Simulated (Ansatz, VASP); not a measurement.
# BN in VASP and in Ansatz

Contents of INCAR:

```
SYSTEM = BN
PREC = Accurate ; ENCUT = 520
EDIFF = 1E-7 ; ISMEAR = 0
SIGMA = 0.05 ; LREAL = .False.
LASPH = .True. ; NELM = 60
ALGO = Normal ; ISIF = 2
LWAVE = .False. ; LCHARG = .False.
GGA = PE ; NBANDS = 26
```

Contents of KPOINTS:

```
Automatic mesh
0
Gamma
  6 6 10
  0 0 0
```

Contents of POSCAR:

```
BN
1.0
    4.3563000000      0.0000000000      0.0000000000
    0.0000000000      4.3563000000      0.0000000000
    0.0000000000      0.0000000000      2.7786000000
B N
4 4
Direct
    0.1742811368      0.8257188632      0.5000000000
    0.3257188632      0.3257188632      0.0000000000
    0.6742811368      0.6742811368      0.0000000000
    0.8257188632      0.1742811368      0.5000000000
    0.8126115048      0.8126115048      0.5000000000
    0.3126115048      0.6873884952      0.0000000000
    0.6873884952      0.3126115048      0.0000000000
    0.1873884952      0.1873884952      0.5000000000
```

Input for Ansatz:

```yaml
crystal:
  lattice:
    - [4.3563, 0.0, 0.0]
    - [0.0, 4.3563, 0.0]
    - [0.0, 0.0, 2.7786]
  atoms:
    - { symbol: B, position: [0.1742811368, 0.8257188632, 0.5] }
    - { symbol: B, position: [0.3257188632, 0.3257188632, 0.0] }
    - { symbol: B, position: [0.6742811368, 0.6742811368, 0.0] }
    - { symbol: B, position: [0.8257188632, 0.1742811368, 0.5] }
    - { symbol: "N", position: [0.8126115048, 0.8126115048, 0.5] }
    - { symbol: "N", position: [0.3126115048, 0.6873884952, 0.0] }
    - { symbol: "N", position: [0.6873884952, 0.3126115048, 0.0] }
    - { symbol: "N", position: [0.1873884952, 0.1873884952, 0.5] }
basis:
  ecutwfc: 520.0
kpoints:
  mp_grid: { grid: [6, 6, 10] }
hamiltonian:
  xc: pbe
  pseudopotentials: { kind: paw, azcp: { folder: soft_1 } }
scf:
  occupations: { method: gaussian, width: 0.05 }
output:
  forces: true
  stress: true
  eigenvalues: true
```

Alike in both runs: task single point; functional PBE; k mesh 6 × 6 × 10; occupations gaussian, width 0.05 eV; no spin polarisation.

|  | VASP | Ansatz |
| --- | --- | --- |
| version | VASP 6.6.1 | Ansatz 0.2.0 |
| potentials or method | VASP PAW PBE potentials, release 64 (B, N) | scalar-relativistic, plane waves, PAW |
| plane-wave cutoff (eV) | 520 | 520 |
| valence electrons in the cell | 32 | 32 |

Ansatz gave:

```
gap on the k mesh at the Fermi level (eV)       : 4.36
least direct gap on the mesh (eV)               : 4.36
pressure (GPa)                                  : -17.1
largest component of the traceless stress (GPa) : 46.83
rms of the force components (eV/Å)              : 0.259
```

Q: What did VASP give for the same quantities?

A: gap on the k mesh at the Fermi level (eV): 4.35; least direct gap on the mesh (eV): 4.35; pressure (GPa): -16.9; largest component of the traceless stress (GPa): 47.13; rms of the force components (eV/Å): 0.271.

Atom by atom the forces differ by 0.016 eV/Å (rms over components).

Caveats: so large a pressure means that the cell lies far from this level's equilibrium, or that cutoff or potentials fall short (VASP). As with any semilocal functional, this PBE gap is likely too small. A k mesh can miss the band edges.
